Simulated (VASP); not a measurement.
# Settings for SiO₂: self-consistent run

SiO₂, P6_322 (no. 182), 12 atoms in the cell. PBEsol; PAW potentials Si, O (PBE set). VASP 6.6.1.

Wanted: energy within 0.2 meV/atom; levels at the zone centre within 0.003 eV.

What the run is for: comparing ways to start; Accuracy asked: tight.

Levels at the zone centre: counted from the valence top at that point.

POSCAR:
```
SiO2
1.0
    5.0690738885      0.0000000000      0.0000000000
   -2.5345369442      4.3899467611      0.0000000000
    0.0000000000      0.0000000000      8.5584885400
Si O
4 8
Direct
    0.3333333333      0.6666666667      0.4371258000
    0.3333333333      0.6666666667      0.0628742000
    0.6666666667      0.3333333333      0.5628742000
    0.6666666667      0.3333333333      0.9371258000
    0.4212587450      0.0000000000      0.0000000000
    0.3333333333      0.6666666667      0.2500000000
    0.6666666667      0.3333333333      0.7500000000
    0.0000000000      0.5787412550      0.5000000000
    0.5787412550      0.5787412550      0.0000000000
    0.5787412550      0.0000000000      0.5000000000
    0.4212587450      0.4212587450      0.5000000000
    0.0000000000      0.4212587450      0.0000000000
```

## How the run starts (with a second run first, the time holds both)

| How the run starts (with a second run first, the time holds both) | Energy less reference (meV/atom) | Levels at the zone centre, largest deviation (eV) | Time (s) |
|---|---|---|---|
| from scratch: 15 SCF iterations | 0.00 | 0.0000 | 89 |
| density of a coarse mesh (ICHARG 1): 14 + 8 SCF iterations | 0.00 | 0.0001 | 82 |
| orbitals of a lower cutoff (ISTART 1): 14 + 6 SCF iterations | 0.00 | 0.0001 | 81 |
| orbitals of a loose run: 11 + 3 SCF iterations | 0.00 | 0.0002 | 56 |

## Question

For each series: keep the first row unless others stay within half of the tolerance and take at least 30 % less time, and then take the fastest.

## Answer

- How the run starts (with a second run first, the time holds both): orbitals of a loose run: 11 + 3 SCF iterations

## All choices together

| Input | Energy less reference (meV/atom) | Levels at the zone centre, largest deviation (eV) | Time (s) |
|---|---|---|---|
| chosen settings | 0.00 | 0.0002 | 56 |
| reference settings throughout | 0.00 | 0.0000 | 89 |

The tolerance is met.

Values of the reference run: Levels at the zone centre: 0, 0, 5.644 eV from the valence top at Gamma.

## The input

INCAR.step1:
```
SYSTEM = SiO2
GGA      = PS             ! functional
ISMEAR   = 0              ! smearing method
SIGMA    = 0.03           ! smearing width, eV
LWAVE    = .TRUE.         ! write WAVECAR
LCHARG   = .TRUE.         ! write CHGCAR
ISIF     = 2              ! what is computed and relaxed
PREC     = Normal         ! precision mode
LASPH    = .TRUE.         ! aspherical terms in the spheres
LREAL    = .FALSE.        ! projectors in reciprocal space
ALGO     = Normal         ! electronic algorithm
EDIFF    = 0.001          ! SCF threshold, eV
NELM     = 120            ! most SCF steps
GGA_COMPAT= .FALSE.      
ENCUT    = 520            ! plane-wave cutoff, eV
EFERMI   = MIDGAP        
```

INCAR.step2, as INCAR.step1 but for:
```
- LWAVE = .TRUE.
- LCHARG = .TRUE.
- PREC = Normal
- EDIFF = 0.001
+ LWAVE = .FALSE.
+ LCHARG = .FALSE.
+ PREC = Accurate
+ EDIFF = 1E-6
+ ISTART = 1
```

KPOINTS:
```
k-points
0
Gamma
  6 6 3
```

Commands (each step's output is kept before the next begins):
```
cat potpaw_PBE.64/Si/POTCAR potpaw_PBE.64/O/POTCAR > POTCAR
cp INCAR.step1 INCAR
mpirun -np 1 vasp_std > vasp.out
cp INCAR.step2 INCAR
mpirun -np 1 vasp_std > vasp.out
```

The chosen input took VASP 6.6.1 56 s on 1 core (Intel Xeon 6975P-C (Granite Rapids)), a shared host.

## An input that fails: restart asked without its files

VASP's message: ERROR: charge density could not be read from file CHGCAR for ICHARG>10.

Changes against the starting input:
```
- NELM = 120
+ NELM = 60
+ ICHARG = 11
```
